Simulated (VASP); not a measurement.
C:

```
C
1.0
     2.52210    0.00000    0.00000
    -1.26105    2.18420    0.00000
     0.00000    0.00000    8.23710
C
8
Direct
  0.66667 0.33333 0.84375
  0.33333 0.66667 0.34375
  0.66667 0.33333 0.65625
  0.33333 0.66667 0.15625
  0.00000 0.00000 0.90625
  0.00000 0.00000 0.40625
  0.00000 0.00000 0.59375
  0.00000 0.00000 0.09375
```

This is a hexagonal form of diamond, not graphite.

Base run:

* Program: VASP 6.6.1
* Functional: LAK
* Potentials or basis: VASP PAW PBE potentials, release 64 (C)
* Cutoff: 520 eV
* k mesh: 12 × 12 × 4
* Occupations: fermi-dirac, width 0.05 eV
* Spin: no spin polarisation

Its results: band gap on the k mesh 5.04 eV, indirect (least direct gap 5.66 eV); pressure 4.7 GPa; largest force 0.349 eV/Å.

Problem. The run is repeated on the same cell with these changes: functional from LAK to PBE; occupations from fermi-dirac, width 0.05 eV to gaussian, width 0.012 eV. What comes out?

Solution. Band gap on the k mesh 4.41 eV, indirect (least direct gap 5.18 eV); pressure 2.9 GPa; largest force 0.329 eV/Å.

Caveats: the PAW data sets were made with another functional, which shifts forces and pressure a little (some runs).
